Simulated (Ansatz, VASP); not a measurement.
## Two plane-wave programs on Cu

The input INCAR:

```
PREC     = Accurate       # precision mode
ENCUT    = 520            # plane-wave cutoff, eV
EDIFF    = 1E-6           # SCF threshold, eV
ISMEAR   = 1              # smearing method
SIGMA    = 0.05           # smearing width, eV
LREAL    = F              # projectors in reciprocal space
LASPH    = T              # aspherical terms in the spheres
NELM     = 80             # most SCF steps
ALGO     = Normal         # electronic algorithm
ISIF     = 2              # what is computed and relaxed
LWAVE    = F              # write WAVECAR
LCHARG   = F              # write CHGCAR
GGA      = PE             # functional
IVDW     = 13             # dispersion correction
NBANDS   = 12             # bands
```

File KPOINTS:

```
regular mesh
0
Gamma
  13 13 13
```

File POSCAR:

```
Cu
1.0
    0.0000000000      1.7461555969      1.7461555969
    1.7461555969      0.0000000000      1.7461555969
    1.7461555969      1.7461555969      0.0000000000
Cu
1
Direct
    0.0000000000      0.0000000000      0.0000000000
```

input.yaml

```yaml
crystal:
  lattice:
    - [0.0, 1.7461555969, 1.7461555969]
    - [1.7461555969, 0.0, 1.7461555969]
    - [1.7461555969, 1.7461555969, 0.0]
  atoms:
    - { symbol: Cu, position: [0.0, 0.0, 0.0] }
hamiltonian:
  xc: pbe
  pseudopotentials: { kind: paw, level: accurate }
  dispersion: d4
kpoints:
  mp_grid: { grid: [13, 13, 13] }
scf:
  occupations: { method: methfessel_paxton, width: 0.05 }
output:
  forces: true
  stress: true
  eigenvalues: true
```

Alike in both runs: task single point; functional PBE; dispersion D4; k mesh 13 × 13 × 13; occupations methfessel-paxton of order 1, width 0.05 eV; no spin polarisation.

|  | VASP | Ansatz |
| --- | --- | --- |
| version | VASP 6.6.1 | Ansatz 0.2.0 |
| potentials or method | VASP PAW PBE potentials, release 64 (Cu) | Ansatz PAW earlier set |
| plane-wave cutoff (eV) | 520 | 1050 |
| valence electrons in the cell | 11 | 19 |

Ansatz gave:

* gap on the k mesh at the Fermi level (eV): none
* pressure (GPa): 13.4
* dispersion energy (meV/atom): -616.5

Question: What did VASP give for the same quantities?

Answer: gap on the k mesh at the Fermi level (eV): none; pressure (GPa): 13.9; dispersion energy (meV/atom): -616.5.

A gap of «none» marks a metal or a gap that the smearing closes. The two sets of potentials don't hold the same shells in valence.

Caveats: pairwise dispersion overbinds metals, which lowers pressure and volume.
